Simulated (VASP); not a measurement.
# As (Cmce) in VASP: further runs

The runs below take As through relaxation of cell and atoms, with r2SCAN, LDA.

Program: VASP 6.6.1. These are calculated values, not measurements. Logs are shortened: lines on timing, memory, paths and dates and some standing lists are left out, and cuts for length are marked.

### 1 The crystal as given

It takes space group Cmce (No. 64, orthorhombic). Conventional cell: a = 3.650 Å, b = 11.000 Å, c = 4.470 Å, α = 90.00°, β = 90.00°, γ = 90.00°. As (site symmetry m) is surrounded by 3 As at 2.48 to 2.49 Å.

This isn't the form of As at room conditions, which is rhombohedral.

### 2 Relaxation of cell and atoms, r2SCAN

Contents of INCAR:

```
SYSTEM = As
PREC = Accurate
ENCUT = 600
EDIFF = 1E-6
ISMEAR = 1
SIGMA = 0.1
LREAL = .FALSE.
LASPH = .TRUE.
NELM = 80
ALGO = Normal
ISIF = 3
LWAVE = .FALSE.
LCHARG = .FALSE.
METAGGA = R2SCAN
LMIXTAU = .TRUE.
IBRION = 2
NSW = 90
EDIFFG = -0.01
KPAR = 2
```

Contents of KPOINTS:

```
regular mesh
0
G
  12 12 8
  0 0 0
```

Contents of POSCAR:

```
As
1.0
    1.8250000000     -5.5000000000      0.0000000000
    1.8250000000      5.5000000000      0.0000000000
    0.0000000000      0.0000000000      4.4700000000
As
4
Direct
    0.1100000000      0.8900000000      0.0600000000
    0.6100000000      0.3900000000      0.4400000000
    0.8900000000      0.1100000000      0.9400000000
    0.3900000000      0.6100000000      0.5600000000
```

Potentials or basis: VASP PAW PBE potentials, release 64 (As).

Command:

```console
cat potpaw_PBE.64/As/POTCAR > POTCAR
mpirun -np 2 vasp_std > vasp.out
```

OUTCAR:

```text
SYSTEM = As
   PREC = Accurate
   ENCUT = 600
   EDIFF = 1E-6
   ISMEAR = 1
   LREAL = .FALSE.
   LASPH = .TRUE.
   NELM = 80
   ISIF = 3
   METAGGA = R2SCAN
   IBRION = 2
   NSW = 90
   EDIFFG = -0.01

 ion  position               nearest neighbor table
   1  0.110  0.890  0.060-   3 2.48   2 2.49   2 2.49
   2  0.610  0.390  0.440-   4 2.48   1 2.49   1 2.49
   3  0.890  0.110  0.940-   1 2.48   4 2.49   4 2.49
   4  0.390  0.610  0.560-   2 2.48   3 2.49   3 2.49

  LATTYP: Found a base centered orthorhombic cell.
 ALAT       =     3.6500000000
 B/A-ratio  =     3.0136986301
 C/A-ratio  =     1.2246575342

  Lattice vectors:

 A1 = (   1.8250000000,  -5.5000000000,   0.0000000000)
 A2 = (   1.8250000000,   5.5000000000,   0.0000000000)
 A3 = (   0.0000000000,   0.0000000000,   4.4700000000)

Analysis of symmetry for initial positions (statically):
=====================================================================
 Subroutine PRICEL returns:
 Original cell was already a primitive cell.

 Routine SETGRP: Setting up the symmetry group for a
 base centered orthorhombic supercell.

 Subroutine GETGRP returns: Found  8 space group operations
 (whereof  4 operations were pure point group operations)
 out of a pool of  8 trial point group operations.

The static configuration has the point symmetry C_2h.
 The point group associated with its full space group is D_2h.

Analysis of symmetry for dynamics (positions and initial velocities):
=====================================================================
 Subroutine PRICEL returns:
 Original cell was already a primitive cell.

 Routine SETGRP: Setting up the symmetry group for a
 base centered orthorhombic supercell.

 Subroutine GETGRP returns: Found  8 space group operations
 (whereof  4 operations were pure point group operations)
 out of a pool of  8 trial point group operations.

The dynamic configuration has the point symmetry C_2h.
 The point group associated with its full space group is D_2h.

 Subroutine INISYM returns: Found  8 space group operations
 (whereof  4 operations are pure point group operations),
 and found     1 'primitive' translations

----------------------------------------------------------------------------------------

                                     Primitive cell

  volume of cell :      89.7353

  direct lattice vectors                    reciprocal lattice vectors
     1.825000000 -5.500000000  0.000000000     0.273972603 -0.090909091  0.000000000
     1.825000000  5.500000000  0.000000000     0.273972603  0.090909091  0.000000000
     0.000000000  0.000000000  4.470000000     0.000000000  0.000000000  0.223713647

  length of vectors
     5.794879205  5.794879205  4.470000000     0.288661480  0.288661480  0.223713647

  position of ions in fractional coordinates (direct lattice)
     0.110000000  0.890000000  0.060000000
     0.610000000  0.390000000  0.440000000
     0.890000000  0.110000000  0.940000000
     0.390000000  0.610000000  0.560000000

  ion indices of the primitive-cell ions
   primitive index   ion index
                 1           1
                 2           2
                 3           3
                 4           4

----------------------------------------------------------------------------------------

 KPOINTS: regular mesh

Automatic generation of k-mesh.
 Grid dimensions read from file:
 generate k-points for:   12   12    8

 Generating k-lattice:

  Cartesian coordinates                     Fractional coordinates (reciprocal lattice)
     0.022831050 -0.007575758  0.000000000     0.083333333 -0.000000000  0.000000000
     0.022831050  0.007575758  0.000000000    -0.000000000  0.083333333  0.000000000
     0.000000000  0.000000000  0.027964206     0.000000000  0.000000000  0.125000000

  Length of vectors
     0.024055123  0.024055123  0.027964206

  Shift w.r.t. Gamma in fractional coordinates (k-lattice)
     0.000000000  0.000000000  0.000000000

 Subroutine IBZKPT returns following result:
 ===========================================

 Found    215 irreducible k-points:

 Following reciprocal coordinates:
            Coordinates               Weight
  0.000000  0.000000  0.000000      1.000000
  0.083333  0.000000  0.000000      4.000000
  0.166667 -0.000000  0.000000      4.000000
  0.250000  0.000000  0.000000      4.000000
  0.333333 -0.000000  0.000000      4.000000
  0.416667  0.000000  0.000000      4.000000
[... 16 lines left out ...]
  0.500000  0.166667  0.000000      4.000000
 -0.416667  0.166667  0.000000      4.000000
 [... further k-points ...]
   k-points           NKPTS =    215   k-points in BZ     NKDIM =    215   number of bands    NBANDS=     14
   number of dos      NEDOS =    301   number of ions     NIONS =      4
   total plane-waves  NPLWV =  82944
   dimension x,y,z NGX =    48 NGY =   48 NGZ =   36
   dimension x,y,z NGXF=    96 NGYF=   96 NGZF=   72
   ions per type =               4
   NGX,Y,Z   is equivalent  to a cutoff of  13.77, 13.77, 13.39 a.u.
   NGXF,Y,Z  is equivalent  to a cutoff of  27.54, 27.54, 26.78 a.u.
 SYSTEM =  As
   PREC   = accura    normal or accurate (medium, high low for compatibility)
   ISTART =      0    job   : 0-new  1-cont  2-samecut
   ICHARG =      2    charge: 1-file 2-atom 10-const
   ISPIN  =      1    spin polarized calculation?
   LNONCOLLINEAR =      F non collinear calculations
   LSORBIT =      F    spin-orbit coupling
   LASPH  =      T    aspherical Exc in radial PAW
   ENCUT  =  600.0 eV  44.10 Ry    6.64 a.u.  11.57 11.57  8.93*2*pi/ulx,y,z
   NELM   =     80;   NELMIN=  2; NELMDL= -5     # of ELM steps
   EDIFF  = 0.1E-05   stopping-criterion for ELM
   LREAL  =      F    real-space projection
   EDIFFG = -.1E-01   stopping-criterion for IOM
   NSW    =     90    number of steps for IOM
   IBRION =      2    ionic relax: 0-MD 1-quasi-New 2-CG
   NFREE  =      1    steps in history (QN), initial steepest desc. (CG)
   ISIF   =      3    stress and relaxation
   ISYM   =      2    0-nonsym 1-usesym 2-fastsym
   POTIM  = 0.5000    time-step for ionic-motion
   TEBEG  =    0.0;   TEEND  =   0.0 temperature during run
   PSTRESS=    0.0 pullay stress
   NELECT =      20.0000    total number of electrons
   NUPDOWN=      -1.0000    fix difference up-down
   EMIN   =  10.00;   EMAX   =-10.00  energy-range for DOS
   EFERMI =   0.00;   METHOD = LEGACY
   ISMEAR =     1;   SIGMA  =   0.10  broadening in eV -4-tet -1-fermi 0-gaus
   EFERMI_NEDOS =   21; number of points for ismear=-14 and -15
   IALGO  =     38    algorithm
   IMIX   =      4    mixing-type and parameters
     AMIX     =   0.40;   BMIX     =  1.00
     AMIX_MAG =   1.60;   BMIX_MAG =  1.00
  volume/ion in A,a.u.               =      22.43       151.39
  Fermi-wavevector in a.u.,A,eV,Ry     =   0.992576  1.875697 13.404559  0.985207
  Thomas-Fermi vector in A             =   2.124398
   LORBIT       =      0    0 simple, 1 ext, 2 COOP (PROOUT), +10 PAW based schemes
   METAGGA = R2SCAN    functional components
   LHFCALC =     F    Hartree Fock is set to
   AEXX    =    0.0000 exact exchange contribution
   IVDW    =     0    specifies the selected vdW correction
   LEPSILON=     F    determine dielectric tensor
   LRPA    =     F    only Hartree local field effects (RPA)
 conjugate gradient relaxation of ions
 non-spin polarized calculation
 Methfessel and Paxton  Order N= 1 SIGMA  =   0.10
  energy-cutoff  :      600.00
  volume of cell :       89.74
 maximum number of plane-waves:      3023
 NGX is ok and might be reduce to    48
   NGX = 23   NGY = 23   NGZ = 17

--------------------------------------- Ionic step        1  -------------------------------------------

 number of electron      20.0000001 magnetization

 Free energy of the ion-electron system (eV)
  ---------------------------------------------------
  ext. energy  EPLUGINS =         0.00000000
  ---------------------------------------------------
  free energy    TOTEN  =       -58.74720559 eV

  energy without entropy =      -58.74709643  energy(sigma->0) =      -58.74716921

 E-fermi :   4.6582     XC(G=0): -10.1435

 val. band max:        4.6452139550   @ k =   0.5000   0.4167   0.0000
 cond. band min:       4.6583425642   @ k =  -0.4167   0.4167   0.0000
 fundamental gap:      0.0131286091
 Fermi energy:         4.6582262495

 k-point     1 :       0.0000    0.0000    0.0000
  band No.  band energies     occupation
      1     -10.7956      2.00000
      2      -7.8989      2.00000
      3      -5.1219      2.00000
      4      -1.6455      2.00000
      5      -1.5159      2.00000
      6       0.1746      2.00000
      7       1.4121      2.00000
      8       2.2959      2.00000
      9       2.6370      2.00000
     10       3.5046      2.00000
     11       6.7557      0.00000
     12       6.9738      0.00000
     13       7.3575      0.00000
     14       8.1740      0.00000
[... 498 lines left out ...]
  FREE ENERGIE OF THE ION-ELECTRON SYSTEM (eV)
  ---------------------------------------------------
  free  energy   TOTEN  =       -58.7867553571 eV

  energy  without entropy=      -58.7869725122  energy(sigma->0) =      -58.78682774

[... ionic steps 4 to 12 ...]

--------------------------------------- Ionic step       13  -------------------------------------------

 number of electron      20.0000001 magnetization

------------------------ aborting loop because EDIFF is reached ----------------------------------------

  FORCE on cell =-STRESS in cart. coord.  units (eV):
  Direction    XX          YY          ZZ          XY          YZ          ZX
  --------------------------------------------------------------------------------------
  -------------------------------------------------------------------------------------
  Total       -0.0430013      0.0238564      0.0011003      0.0000000     -0.0000000      0.0000000
  in kB       -0.7001532      0.3884326      0.0179153      0.0000000     -0.0000000      0.0000000
  external PRESSURE =      -0.0979351 kB  Pullay stress =       0.0000000 kB
[... 61 lines left out ...]
  energy  without entropy=      -58.8277339655  energy(sigma->0) =      -58.82769237

--------------------------------------- Ionic step       15  -------------------------------------------

 number of electron      20.0000001 magnetization

 Free energy of the ion-electron system (eV)
  ---------------------------------------------------
  ext. energy  EPLUGINS =         0.00000000
  ---------------------------------------------------
  free energy    TOTEN  =       -58.82768700 eV

  energy without entropy =      -58.82775194  energy(sigma->0) =      -58.82770865

 E-fermi :   3.9144     XC(G=0):  -9.6312

 val. band max:        3.8702713581   @ k =   0.5000   0.5000   0.0000
 cond. band min:       4.0391652573   @ k =   0.5000   0.5000   0.0000
 fundamental gap:      0.1688938992
 Fermi energy:         3.9143508266

 k-point     1 :       0.0000    0.0000    0.0000
  band No.  band energies     occupation
      1     -11.4066      2.00000
      2      -8.8739      2.00000
      3      -6.1911      2.00000
      4      -2.5742      2.00000
      5      -2.0533      2.00000
      6      -0.2656      2.00000
      7       0.6360      2.00000
      8       1.5981      2.00000
      9       1.9686      2.00000
     10       2.7482      2.00000
     11       5.3658     -0.00000
     12       5.8496     -0.00000
     13       6.2112      0.00000
     14       6.9951      0.00000
[... 422 lines left out ...]
  FREE ENERGIE OF THE ION-ELECTRON SYSTEM (eV)
  ---------------------------------------------------
  free  energy   TOTEN  =       -58.8276869984 eV

  energy  without entropy=      -58.8277519446  energy(sigma->0) =      -58.82770865

 reached required accuracy - stopping structural energy minimisation
```

Run time: 87 min. Hardware: 2 MPI ranks of AMD EPYC 9R45 (Zen 5), shared host; peak memory 0.49 GiB.

What came out:

| Item | Value |
| --- | --- |
| Free energy | -58.8277 eV |
| Relaxed volume | 24.62 Å³/atom |
| Relaxed cell | a = 5.981 Å, b = 5.981 Å, c = 4.740 Å, α = 90.00°, β = 90.00°, γ = 144.50° |
| Space group after relaxing (to 0.05 Å) | Cmce (No. 64) |
| Energy gained by relaxing | 20.1 meV/atom |
| Ionic steps | 15 |
| Pressure after relaxing | 0.0 GPa |
| Largest force after relaxing | 0.008 eV/Å |
| Band gap on the k mesh | 0.17 eV, direct |

Forces in eV/Å, atoms in the order of the input:
```
As   0.000  0.005 -0.006
As   0.000  0.005  0.006
As   0.000 -0.005  0.006
As   0.000 -0.005 -0.006
```

The path:
| step | energy change (eV) | largest force (eV/Å) | pressure (GPa) | volume (Å³) |
| --- | --- | --- | --- | --- |
| 1 | 0.0000 | 0.3525 | 1.46 | 89.74 |
| 2 | -0.0344 | 0.2866 | 0.08 | 92.41 |
| 3 | -0.0395 | 0.2803 | -0.63 | 93.94 |
| 4 | -0.0545 | 0.0449 | 0.48 | 94.10 |
| 5 | -0.0545 | 0.0489 | 0.52 | 94.11 |
| 6 | -0.0675 | 0.0195 | 0.31 | 95.35 |
| 7 | -0.0783 | 0.0896 | -0.11 | 99.01 |
| 8 | -0.0797 | 0.0597 | -0.01 | 98.03 |
| 9 | -0.0792 | 0.1000 | 0.09 | 98.22 |
| 10 | -0.0803 | 0.0148 | 0.03 | 98.11 |
| 11 | -0.0804 | 0.0123 | 0.02 | 98.21 |
| 12 | -0.0804 | 0.0125 | -0.01 | 98.34 |
| 13 | -0.0804 | 0.0046 | -0.01 | 98.40 |
| 14 | -0.0805 | 0.0054 | -0.01 | 98.47 |
| 15 | -0.0805 | 0.0076 | 0.01 | 98.47 |

Final structure:
```
As
1.0
     1.82333   -5.69656    0.00000
     1.82333    5.69656    0.00000
     0.00000    0.00000    4.74041
As
4
Direct
  0.10453 0.89547 0.07342
  0.60453 0.39547 0.42658
  0.89547 0.10453 0.92658
  0.39547 0.60453 0.57342
```

Levels at points of the mesh, in eV from the valence-band top:
```csv
k point,band 6,band 7,band 8,band 9,band 10,band 11,band 12,band 13,band 14
"(0.00, 0.00, 0.00)",-4.14,-3.23,-2.27,-1.90,-1.12,1.50,1.98,2.34,3.12
"(0.50, 0.00, 0.00)",-4.35,-2.90,-2.90,-2.42,-2.42,1.08,1.08,1.57,1.57
"(0.50, 0.50, 0.00)",-4.63,-3.44,-1.56,-1.46,0.00,0.17,1.92,2.25,2.89
"(0.00, 0.00, 0.50)",-4.14,-2.36,-2.36,-1.00,-1.00,1.17,1.17,2.70,2.70
"(0.50, 0.00, 0.50)",-5.21,-4.68,-4.68,-1.81,-1.81,2.19,2.19,4.12,4.12
"(0.50, 0.50, 0.50)",-2.42,-2.31,-2.31,-1.41,-1.41,1.55,1.55,2.16,2.16
```

Caveat: the PAW data sets were made with another functional, which shifts forces and pressure a little. r2SCAN opens gaps a little over a GGA but as a rule still falls short of measured ones.

### 3 Relaxation of cell and atoms, r2SCAN

This run uses another cell than the first one, of 24.62 Å³/atom, 1.097 times its volume.

INCAR, as its differences from that of step 2:

```diff
@@ -3,3 +3,3 @@
 ENCUT = 600
-EDIFF = 1E-6
+EDIFF = 1E-7
 ISMEAR = 1
@@ -17,3 +17,3 @@
 NSW = 90
-EDIFFG = -0.01
+EDIFFG = -0.005
 KPAR = 2
```

KPOINTS is that of step 2.

Contents of POSCAR:

```
As                                      
1.0
    1.8233347282     -5.6965564725     -0.0000000000
    1.8233347282      5.6965564725      0.0000000000
    0.0000000000     -0.0000000000      4.7404079207
  As            
     4
Direct
     0.1045285756948551    0.8954714243051449    0.0734159602807601
     0.6045285756948551    0.3954714243051448    0.4265840397192400
     0.8954714243051449    0.1045285756948551    0.9265840397192399
     0.3954714243051448    0.6045285756948551    0.5734159602807601
```

Potentials or basis: VASP PAW PBE potentials, release 64 (As).

Command:

```console
cat potpaw_PBE.64/As/POTCAR > POTCAR
mpirun -np 2 vasp_std > vasp.out
```

It took 23 min on 2 MPI ranks of AMD EPYC 9R45 (Zen 5), shared host; peak memory 0.52 GiB.

Results (log left out):

```
Free energy                            : -58.8283 eV
Relaxed volume                         : 24.61 Å³/atom
Relaxed cell                           : a = 5.980 Å, b = 5.980 Å, c = 4.741 Å, α = 90.00°, β = 90.00°, γ = 144.49°
Space group after relaxing (to 0.05 Å) : Cmce (No. 64)
Energy gained by relaxing              : 0.0 meV/atom
Ionic steps                            : 3
Pressure after relaxing                : 0.0 GPa
Band gap on the k mesh                 : 0.17 eV, direct
```

Final structure:
```
As
1.0
     1.82342   -5.69518    0.00000
     1.82342    5.69518    0.00000
     0.00000    0.00000    4.74060
As
4
Direct
  0.10452 0.89548 0.07339
  0.60452 0.39548 0.42661
  0.89548 0.10452 0.92661
  0.39548 0.60452 0.57339
```

Levels at points of the mesh, in eV from the valence-band top:
| k point | band 8 | band 9 | band 10 | band 11 | band 12 | band 13 |
| --- | --- | --- | --- | --- | --- | --- |
| (0.00, 0.00, 0.00) | -2.27 | -1.90 | -1.12 | 1.50 | 1.98 | 2.34 |
| (0.50, 0.00, 0.00) | -2.90 | -2.42 | -2.42 | 1.09 | 1.09 | 1.57 |
| (0.50, 0.50, 0.00) | -1.55 | -1.45 | 0.00 | 0.17 | 1.92 | 2.25 |
| (0.00, 0.00, 0.50) | -2.36 | -1.00 | -1.00 | 1.17 | 1.17 | 2.70 |
| (0.50, 0.00, 0.50) | -4.68 | -1.81 | -1.81 | 2.19 | 2.19 | 4.12 |
| (0.50, 0.50, 0.50) | -2.31 | -1.41 | -1.41 | 1.55 | 1.55 | 2.17 |

Caveat: the PAW data sets were made with another functional, which shifts forces and pressure a little. r2SCAN opens gaps a little over a GGA but as a rule still falls short of measured ones.

[end of part 1 of 2]
